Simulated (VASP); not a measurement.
## VASP 6.6.1 run: CdS

INCAR

```
ISIF = 2
ISMEAR = -1
EDIFF = 1E-6
LASPH = .TRUE.
LREAL = .FALSE.
SIGMA = 0.02
METAGGA = RTPSS
ENCUT = 520
NSW = 0
PREC = Accurate
LWAVE = .FALSE.
IBRION = -1
LCHARG = .FALSE.
NELM = 54
NBANDS = 33
```

KPOINTS

```
KPOINTS created by Atomic Simulation Environment
0
Gamma
8 8 8
0 0 0
```

POSCAR

```
Cd S
 1.0000000000000000
     0.0000000000000000    2.9098226945999999    2.9098226945999999
     2.9098226945999999    0.0000000000000000    2.9098226945999999
     2.9098226945999999    2.9098226945999999    0.0000000000000000
 Cd  S
   1   1
Cartesian
  0.0000000000000000  0.0000000000000000  0.0000000000000000
  1.4549113472999997  1.4549113472999997  1.4549113472999997
```

The recommended PBE PAW datasets give the neutral cell 18 valence electrons.

Command

```
mpirun -np 1 vasp_std
```

Problem. How does this run end, and what does it give?

Solution. It converged. Results: gap between bands v and c on the k mesh 1.28 eV; least direct gap on the k mesh 1.28 eV; pressure 2.8 GPa. Band v is the last that the valence electrons fill when counted band by band, and c is the next.

OSZICAR

```
N       E                     dE             d eps       ncg     rms          rms(c)
DAV:   1     0.210718533684E+03    0.21072E+03   -0.83919E+04  1914   0.107E+05
DAV:   2     0.186247965427E+02   -0.19209E+03   -0.17114E+03  3180   0.334E+02
DAV:   3     0.382261121324E+01   -0.14802E+02   -0.16338E+02  3248   0.142E+02
DAV:   4    -0.368944053115E+02   -0.40717E+02   -0.47635E+00  3106   0.758E+00
DAV:   5    -0.346033358589E+02    0.22911E+01   -0.11985E+02  2764   0.100E+01    0.217E+01
DAV:   6     0.913004897648E+01    0.43733E+02   -0.20022E+02  2287   0.251E+01    0.852E+00
DAV:   7     0.936714397735E+01    0.23710E+00   -0.42210E-01  2255   0.359E+00    0.455E+00
DAV:   8     0.940923293157E+01    0.42089E-01   -0.14001E-01  2246   0.162E+00    0.150E+00
DAV:   9     0.940257696728E+01   -0.66560E-02   -0.94573E-03  2202   0.413E-01    0.843E-01
DAV:  10     0.940018469425E+01   -0.23923E-02   -0.11960E-03  2143   0.153E-01    0.222E-01
DAV:  11     0.939938071873E+01   -0.80398E-03   -0.75018E-04  2247   0.133E-01    0.146E-01
DAV:  12     0.939931791507E+01   -0.62804E-04   -0.38800E-05  2203   0.305E-02    0.515E-02
DAV:  13     0.939926977849E+01   -0.48137E-04   -0.66768E-05  2141   0.380E-02    0.611E-02
DAV:  14     0.939927167724E+01    0.18988E-05   -0.30829E-06  2201   0.991E-03    0.211E-02
DAV:  15     0.939927072826E+01   -0.94898E-06   -0.67792E-07  2169   0.381E-03
   1 F= 0.93992707E+01 E0= 0.93992707E+01  d E =-.841824E-11
```

For comparison, a separate PBE run of the intended cell, on usual settings and not on those above, gives a gap of 1.16 eV on its mesh and a pressure of 3.7 GPa.
